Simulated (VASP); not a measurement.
The system is ZrO2.

```
Zr O
1.0
     3.59610    0.00000    0.00000
     0.00000    3.59610    0.00000
     0.00000    0.00000    5.17700
Zr O
2 4
Direct
  0.00000 0.00000 0.00000
  0.50000 0.50000 0.50000
  0.00000 0.50000 0.20300
  0.00000 0.50000 0.70300
  0.50000 0.00000 0.29700
  0.50000 0.00000 0.79700
```

- Program: VASP 6.6.1
- Task: relaxation of cell and atoms
- Functional: PBE
- Potentials or basis: VASP PAW PBE potentials, release 64 (Zr_sv, O)
- Cutoff: 600 eV
- k mesh: 6 × 6 × 4
- Occupations: gaussian, width 0.1 eV
- Spin: no spin polarisation

At the start: pressure 5.4 GPa; volume 11.16 Å³/atom.

Question: How do energy, volume and symmetry change on relaxing?

Answer: Over 10 steps the energy falls by 6.7 meV/atom and the volume is 11.54 Å³/atom (+3.4 %); space group P4_2/nmc (No. 137, to 0.05 Å).

Step by step:
```csv
step,energy change (eV),largest force (eV/Å),pressure (GPa),volume (Å³)
1,0.0000,0.0246,5.40,66.95
2,0.0199,0.2682,-6.66,70.66
3,-0.0257,0.1320,-0.09,68.51
4,-0.0292,0.1243,-0.06,68.59
5,-0.0342,0.1039,0.07,68.78
6,-0.0348,0.0927,0.16,68.87
7,-0.0371,0.0722,0.11,68.96
8,-0.0398,0.0298,-0.01,69.14
9,-0.0383,0.0609,-0.18,69.50
10,-0.0404,0.0025,-0.06,69.26
```

Final structure:
```cif
data_structure
_symmetry_space_group_name_H-M 'P 1'
_symmetry_Int_Tables_number 1
_cell_length_a 3.6214
_cell_length_b 3.6214
_cell_length_c 5.2809
_cell_angle_alpha 90.000
_cell_angle_beta 90.000
_cell_angle_gamma 90.000
_cell_volume 69.26
loop_
_atom_site_label
_atom_site_type_symbol
_atom_site_fract_x
_atom_site_fract_y
_atom_site_fract_z
_atom_site_occupancy
Zr1 Zr 0.00000 0.00000 0.00000 1
Zr2 Zr 0.50000 0.50000 0.50000 1
O1 O 0.00000 0.50000 0.19364 1
O2 O 0.00000 0.50000 0.69364 1
O3 O 0.50000 0.00000 0.30636 1
O4 O 0.50000 0.00000 0.80636 1
```
